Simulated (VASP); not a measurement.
# SiO2 (P4_2/mnm) under a change of volume, part 2 of 3

Strain engineering needs slopes: what does a change of volume do to the lattice and the band edges of SiO2?

VASP 6.6.1, plane waves and PAW; the level of theory is named at each step.

So far: Set-up; Relax the crystal, PBEsol; Relax at fixed volume, PBEsol.

## (4) Dielectric response, PBEsol

Linear response gives the dielectric tensors, Born charges and zone-centre modes.

Level: PBEsol; plane waves and PAW (Si, O).

INCAR reads:

```
SYSTEM = SiO2
PREC = Accurate
ENCUT = 600
EDIFF = 1E-08
NELM = 120
ISMEAR = 0
SIGMA = 0.02
LREAL = .FALSE.
ALGO = Normal
GGA = PS
NBANDS = 22
LASPH = .TRUE.
LWAVE = .FALSE.
LCHARG = .FALSE.
KPAR = 4
LEPSILON = .TRUE.
IBRION = 8
NSW = 1
```

POSCAR reads:

```
SiO2
1.0
    4.1253502648      0.0000000000      0.0000000000
    0.0000000000      4.1253502648      0.0000000000
    0.0000000000      0.0000000000      2.6591771010
Si O
2 4
Direct
    0.0000000000      0.0000000000      0.0000000000
    0.5000000000      0.5000000000      0.5000000000
    0.3043922075      0.3043922075      0.0000000000
    0.1956077925      0.8043922075      0.5000000000
    0.6956077925      0.6956077925      0.0000000000
    0.8043922075      0.1956077925      0.5000000000
```

KPOINTS reads:

```
Automatic mesh
0
Gamma
6 6 8
0 0 0
```

The projector-augmented-wave data sets are Si and O (PBE family, release 64).

Run with:

```bash
> mpirun -np 4 vasp_std
```

The program printed:

```text
[... set-up lines as in an earlier step ...]
 entering main loop
       N       E                     dE             d eps       ncg     rms          rms(c)
DAV:   1     0.167077575351E+03    0.16708E+03   -0.19716E+04  2208   0.158E+03
DAV:   2    -0.456618949379E+02   -0.21274E+03   -0.20379E+03  2870   0.326E+02
DAV:   3    -0.531489121628E+02   -0.74870E+01   -0.74642E+01  2800   0.612E+01
DAV:   4    -0.532021174515E+02   -0.53205E-01   -0.53185E-01  2704   0.589E+00
[...]
DAV:  12    -0.489170780602E+02    0.25811E-07   -0.24899E-06  2602   0.124E-02    0.217E-03
DAV:  13    -0.489170781048E+02   -0.44604E-07   -0.25593E-07  2686   0.399E-03    0.263E-03
DAV:  14    -0.489170781059E+02   -0.10614E-08   -0.62775E-09  1838   0.600E-04
   1 F= -.48917078E+02 E0= -.48917078E+02  d E =-.186582E-34
 Linear response reoptimize wavefunctions to high precision
DAV:   1    -0.489170781116E+02   -0.56807E-08   -0.38374E-09  1844   0.481E-04
DAV:   2    -0.489170781117E+02   -0.10004E-09   -0.46965E-10  1550   0.173E-04
DAV:   3    -0.489170781117E+02    0.18190E-10   -0.51877E-11  1514   0.528E-05
 Linear response G [H, r] |phi>, progress :
  Direction:   1
       N       E                     dE             d eps       ncg     rms
RMM:   1    -0.140760583186E+03   -0.14076E+03    0.28724E+00  5013   0.995E+01
RMM:   2    -0.116838510369E+03    0.23922E+02   -0.91596E+00  3664   0.218E+01
RMM:   3    -0.116903016551E+03   -0.64506E-01   -0.99471E-02  3815   0.206E+00
RMM:   4    -0.116904665233E+03   -0.16487E-02   -0.15059E-03  4019   0.244E-01
[...]
RMM:   9    -0.116904693161E+03   -0.30683E-07   -0.70514E-05  2706   0.301E-03
RMM:  10    -0.116904693117E+03    0.44260E-07   -0.68786E-05  2578   0.302E-03
RMM:  11    -0.116904693062E+03    0.54769E-07   -0.11843E-04  2586   0.303E-03
 Linear response G [H, r] |phi>, progress :
  Direction:   2
       N       E                     dE             d eps       ncg     rms
RMM:   1    -0.139728244889E+03   -0.13973E+03    0.51926E+01  4997   0.100E+02
RMM:   2    -0.113403975922E+03    0.26324E+02   -0.10244E+01  3704   0.233E+01
RMM:   3    -0.113489594223E+03   -0.85618E-01   -0.93474E-02  3830   0.216E+00
RMM:   4    -0.113492655018E+03   -0.30608E-02    0.10360E-04  4031   0.267E-01
[...]
RMM:   9    -0.113492857425E+03    0.29619E-05    0.17919E-04  2684   0.340E-03
RMM:  10    -0.113492857163E+03    0.26214E-06    0.23533E-04  2603   0.341E-03
RMM:  11    -0.113492857323E+03   -0.16007E-06    0.24438E-04  2607   0.343E-03
 Linear response G [H, r] |phi>, progress :
  Direction:   3
       N       E                     dE             d eps       ncg     rms
RMM:   1    -0.134675882228E+03   -0.13468E+03    0.39910E+01  4774   0.961E+01
 LRF_COMMUTATOR internal error: the vector H(1)-e(1) S(1) |phi(0)> is not orthog
[...]
RMM:   9    -0.223557676085E-01   -0.31102E-06   -0.13987E-07  8007   0.185E-04    0.440E-05
RMM:  10    -0.223557843208E-01   -0.16712E-07   -0.52528E-08  7962   0.918E-05    0.103E-05
RMM:  11    -0.223557761964E-01    0.81243E-08   -0.56096E-08  8139   0.488E-05    0.377E-06
 first order change of Fermi-energy   0.39969E-01
 force on displaced ion       1 direction 1 : -34.903   6.445   0.000
 Born effective charge ion    1 direction 1 :   3.774   0.338   0.000
 Linear response progress:
  Degree of freedom:   2/  4
       N       E                     dE             d eps       ncg     rms          rms(c)
RMM:   1    -0.185756601193E-01   -0.18576E-01    0.37680E-02  6408   0.125E+00
RMM:   2    -0.160714141277E-01    0.25042E-02   -0.93191E-04  4780   0.229E-01    0.190E-01
RMM:   3    -0.160190290873E-01    0.52385E-04   -0.11973E-04  4880   0.668E-02    0.112E-01
RMM:   4    -0.161175519839E-01   -0.98523E-04   -0.20139E-04  4815   0.751E-02    0.876E-03
[...]
RMM:   8    -0.160790290274E-01    0.25476E-06   -0.33057E-08  4999   0.124E-04    0.490E-05
RMM:   9    -0.160791376609E-01   -0.10863E-06   -0.24783E-08  5131   0.564E-05    0.350E-06
RMM:  10    -0.160791314717E-01    0.61891E-08   -0.16639E-08  4928   0.295E-05    0.183E-06
 first order change of Fermi-energy   0.36251E-02
 force on displaced ion       1 direction 3 :   0.000  -0.000 -25.468
 Born effective charge ion    1 direction 3 :   0.000   0.000   4.021
 Linear response progress:
  Degree of freedom:   3/  4
       N       E                     dE             d eps       ncg     rms          rms(c)
RMM:   1    -0.381575476044E+00   -0.38158E+00    0.32838E-01  8249   0.382E+00
RMM:   2    -0.373958078567E+00    0.76174E-02   -0.87686E-03  7612   0.596E-01    0.236E-01
RMM:   3    -0.375126635909E+00   -0.11686E-02   -0.13626E-03  7004   0.218E-01    0.129E-01
RMM:   4    -0.377085119003E+00   -0.19585E-02   -0.10741E-03  7348   0.176E-01    0.355E-02
[...]
RMM:  11    -0.377274233743E+00    0.40324E-07   -0.55626E-08  8193   0.136E-04    0.316E-06
RMM:  12    -0.377274282770E+00   -0.49028E-07   -0.14042E-09  7933   0.122E-04    0.107E-06
RMM:  13    -0.377274281911E+00    0.85956E-09   -0.34709E-08  7329   0.120E-04    0.329E-07
 first order change of Fermi-energy  -0.52220E-01
 force on displaced ion       3 direction 1 : -24.352 -12.402   0.000
 Born effective charge ion    3 direction 1 :  -1.887  -0.550   0.000
 Linear response progress:
  Degree of freedom:   4/  4
       N       E                     dE             d eps       ncg     rms          rms(c)
RMM:   1    -0.358292543884E+00   -0.35829E+00    0.36306E-01  7164   0.384E+00
RMM:   2    -0.351982077143E+00    0.63105E-02   -0.78685E-03  6556   0.556E-01    0.231E-01
RMM:   3    -0.353392994665E+00   -0.14109E-02   -0.88135E-04  5873   0.188E-01    0.124E-01
RMM:   4    -0.355770941224E+00   -0.23779E-02   -0.86270E-04  5963   0.184E-01    0.236E-02
[...]
RMM:  10    -0.355723098803E+00   -0.12654E-06   -0.19536E-08  6899   0.112E-04    0.501E-06
RMM:  11    -0.355723087462E+00    0.11341E-07   -0.36220E-08  6700   0.105E-04    0.615E-07
RMM:  12    -0.355723089308E+00   -0.18459E-08   -0.19398E-09  5284   0.103E-04    0.158E-07
 first order change of Fermi-energy  -0.52794E-02
 force on displaced ion       3 direction 3 :   0.000   0.000 -21.624
 Born effective charge ion    3 direction 3 :   0.000   0.000  -2.011
 Born effective charges drift removed
 Linear response finished
```

It took 4.9 min on 4 MPI ranks of Intel Xeon Platinum 8488C (Sapphire Rapids), shared host; peak memory 2.3 GiB; 17 min of CPU time.

From OUTCAR (step 4):

```text
  LATTYP: Found a simple tetragonal cell.
 ALAT       =     4.1253502648
 C/A-ratio  =     0.6445942600

 Subroutine GETGRP returns: Found 16 space group operations
 (whereof  8 operations were pure point group operations)

The static configuration has the point symmetry D_2h.
 The point group associated with its full space group is D_4h.

 Found     50 irreducible k-points:

   k-points           NKPTS =     50   k-points in BZ     NKDIM =     50   number of bands    NBANDS=     22

   dimension x,y,z NGX =    36 NGY =   36 NGZ =   24
   dimension x,y,z NGXF=    72 NGYF=   72 NGZF=   48

   ENCUT  =  600.0 eV  44.10 Ry    6.64 a.u.   8.24  8.24  5.31*2*pi/ulx,y,z

   NELECT =      32.0000    total number of electrons

  Total        3.7026142      3.7026142      3.6926701     -0.0000000      0.0000000      0.0000000
  in kB      131.0841327    131.0841327    130.7320793     -0.0000000      0.0000000      0.0000000
  external PRESSURE =     130.9667816 kB  Pullay stress =       0.0000000 kB

  energy-cutoff  :      600.00
  volume of cell :       45.26
      direct lattice vectors                 reciprocal lattice vectors
     4.125350265  0.000000000  0.000000000     0.242403659  0.000000000  0.000000000
     0.000000000  4.125350265  0.000000000     0.000000000  0.242403659  0.000000000
     0.000000000  0.000000000  2.659177101     0.000000000  0.000000000  0.376056187

 POSITION                                       TOTAL-FORCE (eV/Angst)
 -----------------------------------------------------------------------------------
      0.00000      0.00000      0.00000         0.000000      0.000000     -0.000000
      2.06268      2.06268      1.32959         0.000000      0.000000     -0.000000
      1.25572      1.25572      0.00000        -0.000659     -0.000659      0.000000
      0.80695      3.31840      1.32959         0.000659     -0.000659     -0.000000
      2.86963      2.86963      0.00000         0.000659      0.000659     -0.000000
      3.31840      0.80695      1.32959        -0.000659      0.000659     -0.000000
 -----------------------------------------------------------------------------------
    total drift:                                0.000000      0.000000     -0.000000

 MACROSCOPIC STATIC DIELECTRIC TENSOR (including local field effects in DFT)
 ------------------------------------------------------
           3.351623     0.000000     0.000000
           0.000000     3.351623     0.000000
           0.000000     0.000000     3.534734
 ------------------------------------------------------

 PIEZOELECTRIC TENSOR (including local field effects)  for field in x, y, z        (C/m^2)
          XX          YY          ZZ          XY          YZ          ZX
  --------------------------------------------------------------------------------
  x     0.00000     0.00000     0.00000     0.00000     0.00000     0.00000
  y     0.00000     0.00000     0.00000     0.00000     0.00000     0.00000
  z     0.00000     0.00000     0.00000     0.00000     0.00000     0.00000

 BORN EFFECTIVE CHARGES (including local field effects) (in |e|, cummulative output)
 ---------------------------------------------------------------------------------
 ion    1
    1     3.77423     0.33842     0.00000
    2     0.33842     3.77423     0.00000
    3     0.00000     0.00000     4.02113
 ion    2
    1     3.77423    -0.33842     0.00000
    2    -0.33842     3.77423     0.00000
    3     0.00000     0.00000     4.02113
 ion    3
    1    -1.88712    -0.54975     0.00000
    2    -0.54975    -1.88712     0.00000
    3     0.00000     0.00000    -2.01056
 ion    4
    1    -1.88712     0.54975     0.00000
    2     0.54975    -1.88712     0.00000
    3     0.00000     0.00000    -2.01056
 ion    5
    1    -1.88712    -0.54975     0.00000
    2    -0.54975    -1.88712     0.00000
    3     0.00000     0.00000    -2.01056
 ion    6
    1    -1.88712     0.54975     0.00000
    2     0.54975    -1.88712     0.00000
    3     0.00000     0.00000    -2.01056

 Eigenvectors and eigenvalues of the dynamical matrix
 ----------------------------------------------------

   1 f  =   29.424445 THz   184.879243 2PiTHz  981.493853 cm-1   121.689674 meV
             X         Y         Z           dx          dy          dz
      0.000000  0.000000  0.000000    -0.000000    0.000000    0.000000
      2.062675  2.062675  1.329589     0.000000   -0.000000    0.000000
      1.255724  1.255724  0.000000    -0.353553   -0.353553   -0.000000
      0.806951  3.318400  1.329589    -0.353553    0.353553    0.000000
      2.869626  2.869626  0.000000     0.353553    0.353553    0.000000
      3.318400  0.806951  1.329589     0.353553   -0.353553   -0.000000

   2 f  =   25.315641 THz   159.062864 2PiTHz  844.438891 cm-1   104.697032 meV
             X         Y         Z           dx          dy          dz
      0.000000  0.000000  0.000000    -0.167575    0.007513    0.000000
      2.062675  2.062675  1.329589     0.446769    0.414219    0.000000
      1.255724  1.255724  0.000000    -0.383834   -0.332529   -0.000000
      0.806951  3.318400  1.329589     0.198985    0.053308   -0.000000
      2.869626  2.869626  0.000000    -0.383834   -0.332529   -0.000000
      3.318400  0.806951  1.329589     0.198985    0.053308    0.000000

   3 f  =   25.315641 THz   159.062864 2PiTHz  844.438891 cm-1   104.697032 meV
[...]
2.869626  2.869626  0.000000    -0.353553   -0.353553    0.000000
      3.318400  0.806951  1.329589     0.353553   -0.353553   -0.000000

   6 f  =   20.393957 THz   128.139011 2PiTHz  680.269182 cm-1    84.342591 meV
             X         Y         Z           dx          dy          dz
      0.000000  0.000000  0.000000     0.000000    0.000000    0.516024
      2.062675  2.062675  1.329589    -0.000000   -0.000000    0.516024
      1.255724  1.255724  0.000000    -0.000000   -0.000000   -0.341848
      0.806951  3.318400  1.329589     0.000000   -0.000000   -0.341848
      2.869626  2.869626  0.000000     0.000000   -0.000000   -0.341848
      3.318400  0.806951  1.329589    -0.000000    0.000000   -0.341848

   7 f  =   19.056606 THz   119.736188 2PiTHz  635.659961 cm-1    78.811755 meV
             X         Y         Z           dx          dy          dz
      0.000000  0.000000  0.000000     0.244434   -0.412236   -0.000000
      2.062675  2.062675  1.329589    -0.459202    0.566619   -0.000000
      1.255724  1.255724  0.000000    -0.061924    0.133938    0.000000
      0.806951  3.318400  1.329589     0.204103   -0.236142    0.000000
      2.869626  2.869626  0.000000    -0.061924    0.133938   -0.000000
      3.318400  0.806951  1.329589     0.204103   -0.236142    0.000000

   8 f  =   19.056606 THz   119.736188 2PiTHz  635.659961 cm-1    78.811755 meV
             X         Y         Z           dx          dy          dz
      0.000000  0.000000  0.000000     0.566619    0.459202   -0.000000
      2.062675  2.062675  1.329589    -0.412236   -0.244434   -0.000000
      1.255724  1.255724  0.000000    -0.236142   -0.204103   -0.000000
      0.806951  3.318400  1.329589     0.133938    0.061924   -0.000000
      2.869626  2.869626  0.000000    -0.236142   -0.204103    0.000000
      3.318400  0.806951  1.329589     0.133938    0.061924    0.000000

   9 f  =   18.101891 THz   113.737537 2PiTHz  603.814099 cm-1    74.863373 meV
             X         Y         Z           dx          dy          dz
      0.000000  0.000000  0.000000    -0.000000    0.000000    0.000000
      2.062675  2.062675  1.329589     0.000000   -0.000000    0.000000
      1.255724  1.255724  0.000000     0.000000   -0.000000    0.641505
      0.806951  3.318400  1.329589     0.000000    0.000000    0.297441
      2.869626  2.869626  0.000000    -0.000000    0.000000   -0.641505
      3.318400  0.806951  1.329589    -0.000000   -0.000000   -0.297441

  10 f  =   18.101891 THz   113.737537 2PiTHz  603.814099 cm-1    74.863373 meV
             X         Y         Z           dx          dy          dz
      0.000000  0.000000  0.000000    -0.000000    0.000000   -0.000000
      2.062675  2.062675  1.329589     0.000000   -0.000000    0.000000
      1.255724  1.255724  0.000000     0.000000   -0.000000    0.297441
      0.806951  3.318400  1.329589     0.000000    0.000000   -0.641505
      2.869626  2.869626  0.000000    -0.000000    0.000000   -0.297441
      3.318400  0.806951  1.329589    -0.000000   -0.000000    0.641505

  11 f  =   18.059067 THz   113.468463 2PiTHz  602.385629 cm-1    74.686266 meV
             X         Y         Z           dx          dy          dz
      0.000000  0.000000  0.000000    -0.000000   -0.000000    0.000000
      2.062675  2.062675  1.329589     0.000000    0.000000    0.000000
      1.255724  1.255724  0.000000     0.353553   -0.353553   -0.000000
      0.806951  3.318400  1.329589     0.353553    0.353553   -0.000000
      2.869626  2.869626  0.000000    -0.353553    0.353553    0.000000
      3.318400  0.806951  1.329589    -0.353553   -0.353553    0.000000

  12 f  =   14.206032 THz    89.259132 2PiTHz  473.862222 cm-1    58.751401 meV
             X         Y         Z           dx          dy          dz
      0.000000  0.000000  0.000000    -0.185667   -0.411715   -0.000000
      2.062675  2.062675  1.329589    -0.127421   -0.388938    0.000000
      1.255724  1.255724  0.000000    -0.152856    0.165029    0.000000
      0.806951  3.318400  1.329589     0.360407    0.365735   -0.000000
      2.869626  2.869626  0.000000    -0.152856    0.165029    0.000000
      3.318400  0.806951  1.329589     0.360407    0.365735   -0.000000

  13 f  =   14.206032 THz    89.259132 2PiTHz  473.862222 cm-1    58.751401 meV
             X         Y         Z           dx          dy          dz
      0.000000  0.000000  0.000000     0.388938   -0.127421    0.000000
      2.062675  2.062675  1.329589     0.411715   -0.185667   -0.000000
      1.255724  1.255724  0.000000    -0.365735    0.360407   -0.000000
      0.806951  3.318400  1.329589    -0.165029   -0.152856   -0.000000
      2.869626  2.869626  0.000000    -0.365735    0.360407   -0.000000
      3.318400  0.806951  1.329589    -0.165029   -0.152856    0.000000
    [... 43 further lines ...]
      2.869626  2.869626  0.000000    -0.350220    0.101945    0.000000
      3.318400  0.806951  1.329589    -0.350303    0.102227    0.000000

 MACROSCOPIC STATIC DIELECTRIC TENSOR IONIC CONTRIBUTION
 ------------------------------------------------------
           6.726792    -0.000000     0.000000
          -0.000000     6.726792     0.000000
           0.000000     0.000000     5.080037
 ------------------------------------------------------

 ELASTIC MODULI CONTR FROM IONIC RELAXATION (kBar)
 Direction    XX          YY          ZZ          XY          YZ          ZX
 --------------------------------------------------------------------------------
 XX        -977.1893    512.3493    -76.5016      0.0000     -0.0000     -0.0000
 YY         512.3493   -977.1893    -76.5016     -0.0000      0.0000      0.0000
 ZZ         -76.5016    -76.5016    -25.1807     -0.0000      0.0000      0.0000
 XY           0.0000     -0.0000     -0.0000     -1.9650      0.0000      0.0000
 YZ          -0.0000      0.0000      0.0000      0.0000    -95.2167      0.0000
 ZX          -0.0000      0.0000      0.0000      0.0000      0.0000   -117.8191
 --------------------------------------------------------------------------------

 PIEZOELECTRIC TENSOR IONIC CONTR  for field in x, y, z        (C/m^2)
          XX          YY          ZZ          XY          YZ          ZX
  --------------------------------------------------------------------------------
  x    -0.00000    -0.00000    -0.00000    -0.00000     0.00000     0.00000
  y    -0.00000     0.00000    -0.00000    -0.00000    -0.00000    -0.00000
  z    -0.00000     0.00000     0.00000     0.00000    -0.00000     0.00000

[... 3 further parts left out ...]
```

CONTCAR:

```
SiO2
   1.00000000000000
     4.1253502647999998    0.0000000000000000    0.0000000000000000
     0.0000000000000000    4.1253502647999998    0.0000000000000000
     0.0000000000000000    0.0000000000000000    2.6591771010000000
  Si              O
     2     4
Direct
     0.0000000000000000    0.0000000000000000    0.0000000000000000
     0.5000000000000000    0.5000000000000000    0.5000000000000000
     0.3043922075000012    0.3043922075000012    0.0000000000000000
     0.1956077924999988    0.8043922075000012    0.5000000000000000
     0.6956077924999988    0.6956077924999988    0.0000000000000000
     0.8043922075000012    0.1956077924999988    0.5000000000000000
```

Numbers from this step:

| Quantity | Value |
| --- | --- |
| ε∞, diagonal | 3.35, 3.35, 3.53 |

(Part 2 of 3 ends here.)

[Lines on the potential files, build, host, timing and source positions are cut from VASP's logs without a mark.]

[Logs are printed without paths, hosts, clocks, repeated set-up lines and the standing remarks that a program may print on its own settings, such as how far it seeks lower states.]

[Hosts, paths, dates, database ids (printed as entryN), source tags and the programs' standing remarks are cut or masked in the printed files.]

[In band tables of VASP the shares of atoms and orbitals are scaled to a sum of 1 inside the atoms' spheres.]
